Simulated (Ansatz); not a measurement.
Runs of Ansatz 0.2.0 on TaN. It takes space group P-6m2 (No. 187, hexagonal). Conventional cell: a = 2.938 Å, b = 2.938 Å, c = 2.883 Å, α = 90.00°, β = 90.00°, γ = 120.00°. Around Ta (site symmetry -6m2) lie 6 N at 2.23 Å. N (site symmetry -6m2) has 6 Ta at 2.23 Å as nearest neighbours. 

| task | level | potentials or basis | spin | cell | k mesh | cutoff (eV) | smearing | driver | points for each segment of the path | other keys | mesh quality | pressure (GPa) |
| --- | --- | --- | --- | --- | --- | --- | --- | --- | --- | --- | --- | --- |
| band structure | BHLYP+D3(BJ) | Ansatz PAW | SOC, no magnetisation | volume scaled by 0.96 | 6 × 6 × 5 | 420 | cold 0.025 eV | chain | 4 | - | coarse | 2.0 |
| single point | revPBE+D4 | Ansatz PAW | non-collinear, ferromagnetic start, SOC | as given | 10 × 10 × 9 | 420 | methfessel-paxton 0.1 eV | calculator | - | scf.occupations.method = methfessel_paxton; … | not flagged | -1.7 |
| single point | rPW86-PBE+D4 | Ansatz PAW | SOC, no magnetisation | as given | 10 × 10 × 9 | 420 | fermi-dirac 0.01 eV | calculator | - | - | not flagged | 11.5 |
| single point | PBEsol+D3(BJ) | PseudoDojo PBEsol stringent | off | as given | 10 × 10 × 9 | 1796 | fermi-dirac 0.025 eV | calculator | - | - | not flagged | (a) |
| single point | rPW86-PBE+D4 | Ansatz PAW | SOC, no magnetisation | as given | 10 × 10 × 9 | 420 | fermi-dirac 0.01 eV | - | - | - | not flagged | 11.5 |

Estimate the missing entries.

(a) -12.3.

Caveats: some runs use coarse meshes; the potentials were made for another functional, which shifts forces and pressure (some runs); the thresholds are loose for stress (some runs); the starting moments weren't kept (some runs); pairwise dispersion overbinds metals, which lowers pressure and volume (some runs); the PAW data sets come from PBE, with cores solved anew for the run's functional, which leaves a small shift of forces and pressure (some runs).

The runs don't all hold the same shells in valence.

Runs at the PBE level aren't shown here.
